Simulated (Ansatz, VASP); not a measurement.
# Hf15TiO32 in two plane-wave programs, part 2 of 2

Wanted: the spread between two codes on one cell, functional and k mesh.  The structure shown is the end of the VASP relaxation below.

VASP 6.6.1 and Ansatz 0.2.0.

So far: The structure; VASP: relaxation, PBEsol.

## 3. Ansatz: single point, PBEsol

Level of this step: Ansatz beside VASP: Kohn-Sham DFT, plane waves, PBEsol (Ansatz).

Ansatz runs on its default PAW (the set named soft_2) files.

The same cell, functional, mesh and smearing now go to Ansatz, which takes its cutoff from its data sets.

File input.yaml:

```yaml
crystal:
  lattice:
    - [-5.96735314, 5.15509311, 5.20139825]
    - [4.210368, -5.15509311, 5.15304292]
    - [5.96735314, 5.15509311, -5.20139825]
  atoms:
    - { symbol: Ti, position: [0.57807242, 0.48595547, 0.35742535], spin: 0.6 }
    - { symbol: Hf, position: [0.08175118, 0.9914005, 0.36526621] }
    - { symbol: Hf, position: [0.08239186, 0.49164782, 0.8676696] }
    - { symbol: Hf, position: [0.58158396, 0.99260468, 0.86691687] }
    - { symbol: Hf, position: [0.87137851, 0.7534405, 0.83415737] }
    - { symbol: Hf, position: [0.37349089, 0.25695982, 0.83915974] }
    - { symbol: Hf, position: [0.37708213, 0.75562706, 0.3401837] }
    - { symbol: Hf, position: [0.87463853, 0.25976307, 0.34022271] }
    - { symbol: Hf, position: [0.41997409, 0.50726816, 0.63170371] }
    - { symbol: Hf, position: [0.91524004, 0.00329992, 0.6300258] }
    - { symbol: Hf, position: [0.91859395, 0.50792826, 0.13263326] }
    - { symbol: Hf, position: [0.4182376, 0.0099719, 0.13416707] }
    - { symbol: Hf, position: [0.12661336, 0.2420603, 0.16007773] }
    - { symbol: Hf, position: [0.62595883, 0.74359802, 0.16228505] }
    - { symbol: Hf, position: [0.62585567, 0.24245463, 0.66012608] }
    - { symbol: Hf, position: [0.12439666, 0.74148312, 0.66008488] }
    - { symbol: O, position: [0.50608517, 0.45597269, 0.12483763], spin: 0.6 }
    - { symbol: O, position: [0.00719616, 0.95612167, 0.11681047] }
    - { symbol: O, position: [0.00273913, 0.45534764, 0.61741535] }
    - { symbol: O, position: [0.50365174, 0.95551713, 0.61739805] }
    - { symbol: O, position: [0.66215054, 0.79470207, 0.80124951] }
    - { symbol: O, position: [0.16150594, 0.29316464, 0.79915506] }
    - { symbol: O, position: [0.16240228, 0.79362367, 0.29769448] }
    - { symbol: O, position: [0.66062892, 0.30303404, 0.30153066], spin: 0.6 }
    - { symbol: O, position: [0.49547402, 0.54311438, 0.88419199] }
    - { symbol: O, position: [0.99794198, 0.04143394, 0.88121338] }
    - { symbol: O, position: [0.99681701, 0.54381498, 0.38264652] }
    - { symbol: O, position: [0.49833351, 0.04339935, 0.38270361] }
    - { symbol: O, position: [0.34593787, 0.21433895, 0.20732349] }
    - { symbol: O, position: [0.8385088, 0.70595845, 0.20187566] }
    - { symbol: O, position: [0.83894687, 0.20477105, 0.70314197] }
    - { symbol: O, position: [0.33848601, 0.70584973, 0.70197894] }
    - { symbol: O, position: [0.85258367, 0.70667338, 0.58637378], spin: 0.6 }
    - { symbol: O, position: [0.36103217, 0.21396961, 0.59508216] }
    - { symbol: O, position: [0.36197937, 0.7138682, 0.09428544] }
    - { symbol: O, position: [0.86192949, 0.21428145, 0.09448012] }
    - { symbol: O, position: [0.38625699, 0.5343564, 0.39713677] }
    - { symbol: O, position: [0.88069192, 0.03605826, 0.39732218] }
    - { symbol: O, position: [0.8810554, 0.535149, 0.89741488] }
    - { symbol: O, position: [0.38061348, 0.03659787, 0.89839501] }
    - { symbol: O, position: [0.13790924, 0.28643686, 0.40430062] }
    - { symbol: O, position: [0.63701083, 0.78264844, 0.40344037] }
    - { symbol: O, position: [0.6379448, 0.28611268, 0.90549586] }
    - { symbol: O, position: [0.13828623, 0.78611234, 0.904995] }
    - { symbol: O, position: [0.61920217, 0.46289917, 0.60211899] }
    - { symbol: O, position: [0.11899118, 0.96330428, 0.60243678] }
    - { symbol: O, position: [0.1207273, 0.46401202, 0.10346559] }
    - { symbol: O, position: [0.62033491, 0.96923281, 0.10656639] }
hamiltonian:
  xc: pbesol
  pseudopotentials: { kind: paw }
magnetization:
  spin_polarized: true
kpoints:
  mp_grid: { grid: [2, 2, 2] }
scf:
  occupations: { method: gaussian, width: 0.05 }
  n_extra_bands: 19
output:
  forces: true
  eigenvalues: true
```

Run with:

```bash
ansatz run input.yaml --threads 8 --pin off --max-ram 18432MiB --backend cpu --events-out ev --progress --plain --runs-dir out
```

Numbers of over 12 decimals in the logs are rounded to 6 here.

What it wrote:

```text
Warning: the band count 316 (scf.n_extra_bands) hosts the net moment |M| = 2.4000 μB (N_el = 594) but caps the reachable moment at 2·n_bands − N_el = 38.0000 μB, below the 358 bands that the automatic rule leaves for it — a moment growing past the seed, or the majority channel's smearing tail, pins there with fewer empty majority states than that count leaves; raise or omit scf.n_extra_bands unless the cap is intended
scf.n_extra_bands = 19 over 297 filled bands (N_el = 594.0): the run solves 316 bands
Engine: ansatz 0.2.0, aarch64-unknown-linux-gnu
Pseudopotentials: kind: paw
Pseudopotential: Ti, paw, valence charge 12, recommended cutoff 420 eV (normal), Ti.paw.azcp
Pseudopotential: Hf, paw, valence charge 26, recommended cutoff 420 eV (normal), Hf.paw.azcp
Pseudopotential: O, paw, valence charge 6, recommended cutoff 420 eV (normal), O.paw.azcp
Functional definition: PBEsol
  exchange = pbesol_x
  correlation = pbesol_c
Crystal: 48 atoms, lattice volume = 542.830 Å³
Basis set: ecut = 420 eV, 10581 PW (Γ), exchange–correlation on 128×120×128 points (8 copies of the dense FFT grid, shifted against one another)
Bands: 316, of which v1, the nominal top of the filled ones, is band 297 counted from 1 (296 counted from 0)
Symmetry: 1 space group operations
Space group: P1 (ITA 1), of the structure as read, at distance tolerance 8.2e-5 Å
Magnetic group: BNS 1.1 (UNI 1), of the structure as read, at distance tolerance 8.2e-5 Å
k-points: 8
Non-local potential: Ti, projectors of the file, l = 0: 3, l = 1: 2, l = 2: 3, l = 3: 1
Non-local potential: Hf, projectors of the file, l = 0: 3, l = 1: 2, l = 2: 2, l = 3: 3
Non-local potential: O, projectors of the file, l = 0: 2, l = 1: 2, l = 2: 1
PAW form: soft (Blöchl's): semilocal exchange-correlation on the pseudo side does not see the compensation charge
PAW frozen core: Ti, regenerated for the run's functional, and the local potential with it (the file was generated under x = pbe(κ = 0.804, μ = 0.219515), c = pbe(β = 0.066725))
PAW frozen core: Hf, regenerated for the run's functional, and the local potential with it (the file was generated under x = pbe(κ = 0.804, μ = 0.219515), c = pbe(β = 0.066725))
PAW frozen core: O, regenerated for the run's functional, and the local potential with it (the file was generated under x = pbe(κ = 0.804, μ = 0.219515), c = pbe(β = 0.066725))
PAW one-centre angular grid: Ti, 590 points (default); XC on 64 Gauss nodes
PAW one-centre angular grid: Hf, 590 points (default); XC on 64 Gauss nodes
PAW one-centre angular grid: O, 110 points (default); XC on 64 Gauss nodes
Initial density: superposition of atomic densities (chi_scale 0.1, normalization cell, long waves kept (reshape's long-wave potential 0.24 eV rms))
Starting moments: Σ|m| = 2.4 μB on 4 of 48 sites
Initial wavefunctions: pseudopotential atomic-orbital guess
Functional: x = pbesol(κ = 0.804, μ = 0.123457), c = pbesol(β = 0.046)
SCF iter   1: F=—  HF=-254490.987106 eV  |F-HF|=—  |Δ(HF+E_count)|=         —  Δρ=5.37e-2 (↑5.37e-2 ↓4.61e-2)  dr2=6.04e1  dr2_m=8.04e-1  M=0.000 μB ∫|m|=0.512 μB  β_m=0.30  ethr=3.10e-3  ⟨swp⟩=5.5  Hψ=16700  notcnv=0
Mixer restart at iter 1: flushing history
preconditioner: auto → Resta (q_TF=auto, 2.770 Å⁻¹)  ε∞=5.7  [insulator: Δε(μ)=1.211 eV  Ē_g=17.398 eV  σ=0.050 eV  W_gap=1.00  n_scr=202 (ndim 8)  ℏωp=37.8 eV  f_vac=0.005  D(μ)=0.00/eV (n_scr^D=0)  ε∞_Penn≈5.7]
spin=Collinear: Resta preconditioning applied to the charge; magnetization (m = ρ↑ − ρ↓) channel mixes plain (no charge-response kernel on spin).
SCF iter   2: F=—  HF=-254480.054711 eV  |F-HF|=—  |Δ(HF+E_count)|=    1.09e1  Δρ=3.08e-2 (↑3.08e-2 ↓2.85e-2)  dr2=1.94e1  dr2_m=4.63e-1  M=0.000 μB ∫|m|=0.353 μB  β_m=0.46  ethr=3.10e-3  ⟨swp⟩=2.4  Hψ=11529  notcnv=0  defer=196
SCF iter   3: F=—  HF=-254478.612465 eV  |F-HF|=—  |Δ(HF+E_count)|=    1.44e0  Δρ=1.32e-2 (↑1.27e-2 ↓1.32e-2)  dr2=3.79e0  dr2_m=7.93e-2  M=0.000 μB ∫|m|=0.211 μB  β_m=0.56  ethr=3.10e-3  ⟨swp⟩=3.5  Hψ=7426  notcnv=0  defer=207
SCF iter   4: F=—  HF=-254478.728460 eV  |F-HF|=—  |Δ(HF+E_count)|=   1.16e-1  Δρ=4.23e-3 (↑4.23e-3 ↓4.06e-3)  dr2=3.61e-1  dr2_m=1.27e-3  M=0.000 μB ∫|m|=0.047 μB  β_m=0.66  ethr=6.39e-4  ⟨swp⟩=3.4  Hψ=10465  notcnv=0  defer=208
SCF iter   5: F=—  HF=-254478.796631 eV  |F-HF|=—  |Δ(HF+E_count)|=   6.82e-2  Δρ=1.68e-3 (↑1.67e-3 ↓1.68e-3)  dr2=7.95e-2  dr2_m=1.33e-4  M=0.000 μB ∫|m|=0.015 μB  β_m=0.73  ethr=6.07e-5  ⟨swp⟩=2.2  Hψ=8549  notcnv=0  defer=203
SCF iter   6: F=—  HF=-254478.793427 eV  |F-HF|=—  |Δ(HF+E_count)|=   3.20e-3  Δρ=5.88e-4 (↑5.88e-4 ↓5.71e-4)  dr2=6.85e-3  dr2_m=9.57e-6  M=0.000 μB ∫|m|=0.005 μB  β_m=0.72  ethr=1.34e-5  ⟨swp⟩=2.0  Hψ=9985  notcnv=0  defer=207
SCF iter   7: F=—  HF=-254478.795771 eV  |F-HF|=—  |Δ(HF+E_count)|=   2.34e-3  Δρ=3.60e-4 (↑3.47e-4 ↓3.60e-4)  dr2=2.84e-3  dr2_m=3.01e-6  M=0.000 μB ∫|m|=0.002 μB  β_m=0.82  ethr=1.15e-6  ⟨swp⟩=2.0  Hψ=9808  notcnv=0  defer=208
SCF iter   8: F=—  HF=-254478.797656 eV  |F-HF|=—  |Δ(HF+E_count)|=   1.88e-3  Δρ=1.54e-4 (↑1.50e-4 ↓1.54e-4)  dr2=4.93e-4  dr2_m=2.64e-6  M=0.000 μB ∫|m|=0.001 μB  β_m=0.79  ethr=4.78e-7  ⟨swp⟩=2.0  Hψ=9776  notcnv=0  defer=208
SCF iter   9: F=—  HF=-254478.797761 eV  |F-HF|=—  |Δ(HF+E_count)|=   1.05e-4  Δρ=6.31e-5 (↑6.17e-5 ↓6.31e-5)  dr2=7.69e-5  dr2_m=6.18e-7  M=0.000 μB ∫|m|=0.001 μB  β_m=0.71  ethr=8.30e-8  ⟨swp⟩=2.0  Hψ=9808  notcnv=0  defer=208
SCF iter  10: F=—  HF=-254478.797757 eV  |F-HF|=—  |Δ(HF+E_count)|=   3.67e-6  Δρ=3.03e-5 (↑3.03e-5 ↓2.94e-5)  dr2=1.64e-5  dr2_m=1.89e-7  M=0.000 μB ∫|m|=0.001 μB  β_m=0.78  ethr=1.29e-8  ⟨swp⟩=2.0  Hψ=9808  notcnv=0  defer=208
SCF iter  11: F=—  HF=-254478.797768 eV  |F-HF|=—  |Δ(HF+E_count)|=   1.12e-5  Δρ=1.17e-5 (↑1.15e-5 ↓1.17e-5)  dr2=2.83e-6  dr2_m=8.80e-9  M=0.000 μB ∫|m|=0.000 μB  β_m=0.83  ethr=2.77e-9  ⟨swp⟩=2.0  Hψ=9776  notcnv=0  defer=208
SCF iter  12: F=—  HF=-254478.797770 eV  |F-HF|=—  |Δ(HF+E_count)|=   1.40e-6  Δρ=5.39e-6 (↑5.39e-6 ↓5.36e-6)  dr2=5.87e-7  dr2_m=4.20e-10  M=0.000 μB ∫|m|=0.000 μB  β_m=0.81  ethr=4.76e-10  ⟨swp⟩=2.0  Hψ=9808  notcnv=0  defer=208
SCF iter  13: F=—  HF=-254478.797770 eV  |F-HF|=—  |Δ(HF+E_count)|=   2.25e-7  Δρ=2.89e-6 (↑2.89e-6 ↓2.84e-6)  dr2=1.59e-7  dr2_m=1.37e-10  M=0.000 μB ∫|m|=0.000 μB  β_m=0.70  ethr=9.89e-11  ⟨swp⟩=2.0  Hψ=8784  notcnv=0  defer=208
SCF iter  14: F=-254478.797770 eV  HF=-254478.797770 eV  |F-HF|=5.65e-9  |Δ(HF+E_count)|=   4.36e-8  Δρ=1.13e-6 (↑1.13e-6 ↓1.11e-6)  dr2=2.54e-8  dr2_m=3.24e-11  M=0.000 μB ∫|m|=0.000 μB  ethr=1.68e-11  ⟨swp⟩=9.9  Hψ=21187  notcnv=0
SCF 1 converged in 14 iterations: F = -254478.797770 eV  dr2 = 2.54e-8
  greatest PAW one-centre occupation: 0.999 electrons in one spin orbital (limit 2), on the Ti atom at site 0 (counted from 0), in its partial waves of l = 0
WARN: the starting moments were not kept: the SCF closed with an absolute magnetisation of 7.3e-6 μB, where they sum to 2.4 μB in size (4 sites). That is at most 0.1 of that sum. Measured as dr2_m measures the in/out step, that magnetisation stands 5.0e-12 eV from none, at or under the dr2_threshold of 1.0e-7 eV: it is no larger than a step whose dr2_m would equal this threshold. The system may hold no moment; this S [...]
SCF converged after 14 iterations
Magnetization: 0.0000 μB (297.0000 up, 297.0000 down)
Absolute magnetization: 0.0000 μB (∫|ρ↑−ρ↓|, with the PAW one-centre terms)
Spin contamination: 0.0000 ħ² per cell (⟨S²⟩ above its minimum at these occupations)
Per-site moments (μB) at R_I (Å): [(-3.7072058511393443e-7, 0.787398), (1.7220120302992235e-8, 0.838269), (2.097276662114366e-8, 0.840557), (1.8238624441350644e-8, 0.837797), (-4.910641409588397e-9, 0.838650), (-6.276312320758296e-9, 0.835023), (2.0095260763710607e-8, 0.844880), (-1.5933437587183444e-8, 0.841100), (2.4093769098879304e-8, 0.851190), (-3.5068272181965142e-9, 0.839946), (1.810422544688851e-8, 0.841033), [...]
Free energy (F): -254478.797770 eV
Harris-Foulkes:  -254478.797770 eV  (|F-HF|=5.65e-9)
Internal energy: -254478.797770 eV  (E = F + TS)
E sigma→0 (E₀):  -254478.797770 eV
Fermi energy:    15.386680 eV
--- Per-component energies (eV) ---
  E_band       = -107.926041
  E_kinetic    = 12204.494924
  E_local      = -94273.540801  (includes V_loc(G=0)·N_el)
  E_nonlocal   = -17005.497782
  E_hartree    = 43035.953955
  E_xc         = -6898.168710
  E_vxc        = -7110.202485  (∫ρ·V_xc dr)
  E_paw        = -108003.794880  (= ΣΔE_a)
  E_vpaw       = 20004.841032  (= ΣTr[D̂ρ^β])
  E_aug_tail   = 0.079250  (compensation charges beyond the density's cutoff)
  E_ewald      = -83558.358697
  E_core_change = 20.034971  (= ΣΔE_core)
  E_smearing   = -0.000000  (= −TS)
  E_closure    = 0.000000  (closes the sum)
  Σ components = -254478.797770   (vs F -254478.797770, Δ=0.00e0)
--- Forces (eV/Å), atoms counted from 1 ---
  atom   1  Ti    -0.34046676    -0.08632752    -0.03081618
  atom   2  Hf    -0.04040961     0.03908101     0.07851938
  atom   3  Hf    -0.01465298     0.00763161     0.09189265
  atom   4  Hf    -0.01924051     0.02551689     0.05456018
  atom   5  Hf     0.00024464     0.02207529    -0.04870041
  atom   6  Hf     0.00327314     0.08272689    -0.06957192
  atom   7  Hf     0.02376803    -0.00272550    -0.07793024
  atom   8  Hf     0.04126388     0.01156574    -0.06531221
  atom   9  Hf     0.05967534    -0.01504905    -0.10360534
  atom  10  Hf     0.05317177     0.02049294    -0.04813556
  atom  11  Hf     0.03690744    -0.01736268    -0.09480048
  atom  12  Hf     0.05350456    -0.03001463    -0.05438666
  atom  13  Hf    -0.04074078    -0.02561836     0.09203711
  atom  14  Hf    -0.01212304    -0.06023354     0.05069906
  atom  15  Hf     0.00127251    -0.08632758     0.07425004
  atom  16  Hf    -0.02428810    -0.03770864     0.09399768
  atom  17  O      0.20234208     0.28410926    -0.17656626
  atom  18  O     -0.02272615     0.00030384    -0.04982495
  atom  19  O     -0.02122075     0.00028078    -0.04837602
  atom  20  O     -0.02919567    -0.00490932    -0.04816233
  atom  21  O      0.00420078     0.01892367     0.04872073
  atom  22  O     -0.00366479     0.00522989     0.04764864
  atom  23  O      0.01709265     0.00634052     0.04574356
  atom  24  O      0.26989570    -0.15825826     0.10349251
[...]
atom  41  O      0.03095978     0.02020464     0.03599583
  atom  42  O     -0.01659592     0.08087280    -0.05711728
  atom  43  O      0.02927695     0.01756054     0.02996645
  atom  44  O      0.03327449     0.01656609     0.02826030
  atom  45  O     -0.09141838    -0.07578107     0.05074641
  atom  46  O     -0.02522913     0.01761580    -0.03625660
  atom  47  O     -0.03151815     0.02547823    -0.03952393
  atom  48  O     -0.02660096     0.01886484    -0.03831376
  max |Σ_I F_I| component: 1.37e-5 eV/Å
--- Band table (eV; the first three rows and the last of 16) ---
  k-point 0 ↑: bands = [... 293 lower, 13.4615, 13.4756, 13.7886, 13.9785, 16.8434, 16.9870, 17.5975, 18.1948, ... 15 higher]
  k-point 1 ↑: bands = [... 293 lower, 13.4911, 13.5077, 13.6586, 13.6758, 16.8164, 17.0197, 17.6152, 18.3382, ... 15 higher]
  k-point 2 ↑: bands = [... 293 lower, 13.5385, 13.5585, 13.8374, 13.8587, 16.8191, 17.0017, 17.6144, 18.2353, ... 15 higher]
  k-point 7 ↓: bands = [... 293 lower, 13.5100, 13.5258, 13.5484, 13.8802, 16.7949, 17.0297, 17.6128, 18.0350, ... 15 higher]
```

Wall time 2.1 min (8 threads of Arm Neoverse N1, shared host); peak memory 6.7 GiB; 16 min of CPU time.

The column dr2 measures how far the density is from self-consistency, as an energy; F and HF (Harris–Foulkes) agree once it is small.

## 4. Side by side

Known differences besides the PAW data sets themselves: the data sets hold 594 valence electrons in Ansatz (default PAW (the set named soft_2) files) and 256 in VASP; the cutoff is 420 eV in Ansatz and 400 eV in VASP (PREC = Normal, projectors in real space); Ansatz makes its cores anew for this functional, VASP keeps those of its PBE data sets. Total energies have different zeros and are not compared.

The two programs side by side:

| quantity | Ansatz | VASP | difference |
| --- | --- | --- | --- |
| gap on the k mesh (eV) | 2.816 | 2.635 | +0.181 |

At this near-relaxed geometry the largest component of a force difference is 328 meV/Å.

## 5. Further runs

The difference is large enough to ask for its cause, so further runs change the set-up of one program at a time, as the table lists.

```csv
run,r.m.s. force difference (meV/Å)
as above,69
"cores kept as stored, as VASP does, whose cores stay as stored",68
Ansatz's larger PAW set (cutoff 910 eV),69
norm-conserving potentials (cutoff 1143 eV),65
```

## 6. Results

```
r.m.s. force difference (single point, PBEsol)         : 69 meV/Å
difference in gap on the k mesh (single point, PBEsol) : 0.18 eV
```

In words: The r.m.s. force difference is 69 meV/Å (single point, PBEsol), beyond the 12 meV/Å picked in this series as the mark of a large difference. Also far apart in the single point, PBEsol pair: the difference in gap on the k mesh, 0.18 eV. For single point, PBEsol: no further run halves the r.m.s. force difference; only Ansatz's side was varied, and Ansatz's runs with other potentials lie closer to each other than to VASP, which for this quantity points to VASP's side; this was not tested here. How closely two codes agree says nothing of how well the functional describes the real material.

[Lines on the potential files, build, host, timing and source positions are cut from VASP's logs without a mark.]

[Logs are printed without paths, hosts, clocks, repeated set-up lines and the standing remarks that a program may print on its own settings, such as how far it seeks lower states.]

[Hosts, paths, dates, database ids (printed as entryN), source tags and the programs' standing remarks are cut or masked in the printed files.]
